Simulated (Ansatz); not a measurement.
Crystal: BaTiO3.

```
CELL_PARAMETERS angstrom
3.99980 0.00000 0.00000
0.00000 3.99980 0.00000
0.00000 0.00000 4.01800
ATOMIC_POSITIONS crystal
Ba 0.99557 0.99064 0.00350
Ti 0.50254 0.49192 0.46877
O 0.47922 0.51432 0.00641
O 0.50273 0.00330 0.50938
O 0.01995 0.49981 0.53994
```

The cell isn't the ideal one: all atoms moved at random, sigma 0.05 Å a component.

Base run:

```yaml
Program: Ansatz 0.2.0
Functional: PBE
Potentials_or_basis: Ansatz NC
Cutoff: "1240 eV (not typed: the program's choice for these potentials)"
k_mesh: 7 × 7 × 7
Occupations: fermi-dirac, width 0.05 eV
Spin: no spin polarisation
```

Its results: band gap on the k mesh 2.01 eV, indirect (least direct gap 2.24 eV); pressure 3.0 GPa; largest force 1.312 eV/Å.

Q: After a change of settings the same cell gave: band gap on the k mesh 1.97 eV, indirect (least direct gap 2.23 eV); pressure 4.4 GPa; largest force 1.304 eV/Å. Which change was it?
A. potentials or basis from Ansatz NC to Ansatz PAW earlier set; cutoff from 1240 eV (not typed: the program's choice for these potentials) to 930 eV (not typed: the program's choice for these potentials)
B. potentials or basis from Ansatz NC to PseudoDojo standard (PBE files); cutoff from 1240 eV (not typed: the program's choice for these potentials) to 1143 eV
C. potentials or basis from Ansatz NC to JTH PAW; cutoff from 1240 eV (not typed: the program's choice for these potentials) to 1380 eV (not typed: the program's choice for these potentials)
D. potentials or basis from Ansatz NC to Ansatz PAW; cutoff from 1240 eV (not typed: the program's choice for these potentials) to 420 eV (not typed: the program's choice for these potentials)

A: C.

Caveats: odd divisions of the mesh miss points on the zone boundary, where band edges often lie, so the gap on the mesh can be too wide; spin-orbit coupling is left out, which moves the levels of the heavy elements; forces of over 1 eV/Å show positions far from the minimum, so gaps and moduli don't describe the material at rest; this barium file gives pressures and gaps apart from those of other sets (some runs).
